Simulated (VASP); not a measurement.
A run of VASP 6.6.1:

The input INCAR:

```
SYSTEM = W
ALGO = Fast
EDIFF = 1E-6
ENCUT = 520
GGA = PS
ISIF = 2
ISMEAR = 0
ISYM = 0
LASPH = .TRUE.
LCHARG = .TRUE.
LELF = .TRUE.
LREAL = .FALSE.
LVHAR = .TRUE.
LWAVE = .FALSE.
NBANDS = 13
NELM = 100
PREC = Accurate
SIGMA = 0.1
```

KPOINTS

```
k-points
0
G
  15 15 14
  0 0 0
```

Contents of POSCAR:

```
W
1.0
    2.7402026677     -0.0174848310      0.4081463069
   -1.3852436417      2.3993123682      0.0000000000
    1.7134439981      0.9892573536      2.7027884311
W
1
Direct
    0.0000000000      0.0000000000      0.0000000000
```

Potentials or basis: VASP PAW PBE potentials, release 64 (W_sv).

Command:

```console
$ cat potpaw_PBE.64/W_sv/POTCAR > POTCAR
$ mpirun -np 1 vasp_std > vasp.out
```

Hardware: 1 thread of Intel(R) Xeon(R) 6975P-C (Granite Rapids), on a shared host.

Task: How long does it take, and how much memory?

Result: Wall time 2.4 min on 1 thread of Intel(R) Xeon(R) 6975P-C (Granite Rapids) (shared host), peak memory 0.41 GiB. Counts: scf iterations 13, k points 1576.
